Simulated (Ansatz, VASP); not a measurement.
## One calculation of NbH2, two programs

```
CELL_PARAMETERS angstrom
3.08661 0.00000 0.00000
-1.54330 2.67308 0.00000
0.00000 0.00000 5.73747
ATOMIC_POSITIONS crystal
Nb 0.33333 0.66667 0.25000
Nb 0.66667 0.33333 0.75000
H 0.33333 0.66667 0.59091
H 0.66667 0.33333 0.09091
H 0.33333 0.66667 0.90909
H 0.66667 0.33333 0.40909
```

Alike in both runs: functional r2SCAN; k mesh 12 × 12 × 2; occupations gaussian, width 0.1 eV; no spin polarisation.

Ansatz relaxed the structure, and its values are those at the end. VASP's run is a single point on that final structure, the one shown.

```csv
,VASP,Ansatz
version,VASP 6.6.1,Ansatz 0.2.0
potentials or method,"VASP PAW PBE potentials, release 64 (Nb_sv, H)","scalar-relativistic, plane waves, PAW"
plane-wave cutoff (eV),520,500
valence electrons in the cell,30,30
```

```csv
,VASP,Ansatz,Ansatz less VASP
gap on the k mesh at the Fermi level (eV),none,none,-
pressure (GPa),-0.2,0.1,+0.30
```

A gap of «none» marks a metal or a gap that the smearing closes.

Caveats: the k mesh is coarse (spacing up to 0.55 Å⁻¹), so the values aren't converged; the PAW data sets were made with another functional, which shifts forces and pressure a little (VASP).
